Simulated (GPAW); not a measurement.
Crystal: BeS.

```
S Be
1.0
     0.00000    2.42500    2.42500
     2.42500    0.00000    2.42500
     2.42500    2.42500    0.00000
S Be
1 1
Direct
  0.75000 0.75000 0.75000
  0.00000 0.00000 0.00000
```

```yaml
Program: GPAW 26.7.0
Task: relaxation of cell and atoms
Functional: revPBE
Dispersion: D4
Potentials_or_basis: the program's PAW data sets (release 1.2.1) made for this functional
Cutoff: 800 eV
Basis: pw
k_mesh: 9 × 9 × 9
Occupations: fermi-dirac, width 0.05 eV
Spin: no spin polarisation
```

At the start: pressure -2.4 GPa; volume 14.26 Å³/atom.

Task: Where does the relaxation end?

Result: Over 3 steps the energy falls by 2.6 meV/atom and the volume is 13.91 Å³/atom (-2.5 %); space group F-43m (No. 216, to 0.05 Å).

Step by step:
| step | energy change (eV) | largest force (eV/Å) | pressure (GPa) | volume (Å³) |
| --- | --- | --- | --- | --- |
| 1 | 0.0000 | 0.0000 | -2.41 | 28.52 |
| 2 | -0.0018 | 0.0000 | -1.98 | 28.39 |
| 3 | -0.0052 | 0.0000 | 0.05 | 27.81 |

Final structure:
```
CELL_PARAMETERS angstrom
0.00000 2.40481 2.40481
2.40481 0.00000 2.40481
2.40481 2.40481 0.00000
ATOMIC_POSITIONS crystal
S 0.75000 0.75000 0.75000
Be 0.00000 0.00000 0.00000
```

Caveat: later steps reuse the first step's grids.
